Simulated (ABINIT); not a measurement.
Runs of ABINIT 10.8.3 (patched build) on HfO2. It takes space group P4_2/nmc (No. 137, tetragonal). Conventional cell: a = 3.558 Å, b = 3.558 Å, c = 5.172 Å, α = 90.00°, β = 90.00°, γ = 90.00°. Hf (site symmetry -4m2) is surrounded by 4 O at 2.05 Å. O (site symmetry 2mm) has 2 Hf at 2.05 Å as nearest neighbours. Measurements of this composition are mostly on another form, of space group No. 14.

```tsv
level	potentials or basis	k mesh	cutoff (eV)	fine-grid cutoff	mesh quality	gap on the mesh (eV)	pressure (GPa)	largest force (eV/Å)
LDA	JTH PAW LDA v2.0	3 × 3 × 2	626	1224.51 eV	coarse	4.54	-8.1	0.02
r2SCAN	JTH PAW PBE v2.0	3 × 3 × 2	762	1360.57 eV	coarse	(c)	0.5	0.04
LDA	JTH PAW LDA v2.0	5 × 5 × 3	626	1224.51 eV	not flagged	4.56	-8.3	0.02
PBEsol	JTH PAW PBE v2.0	5 × 5 × 3	626	1224.51 eV	not flagged	(b)	(a)	0.10
LDA	JTH PAW LDA v2.0	6 × 6 × 4	626	1224.51 eV	not flagged	4.55	-8.3	0.02
```

Alike in all rows: task single point; no spin polarisation; cell as given; smearing fermi-dirac 0.05 eV.

Question: Estimate the missing entries.

Answer: (a) -0.8; (b) 4.64; (c) 5.30.

Caveats: some runs use coarse meshes; spin-orbit coupling is left out, which moves the levels of the heavy elements; an odd mesh through Γ misses points on the zone boundary, where band edges often lie (some runs); the PAW data sets were made with another functional, which shifts forces and pressure a little (some runs).

A k mesh can miss the band edges, and the runs leave out spin-orbit coupling on Hf.

Runs at the PBE level aren't shown here.
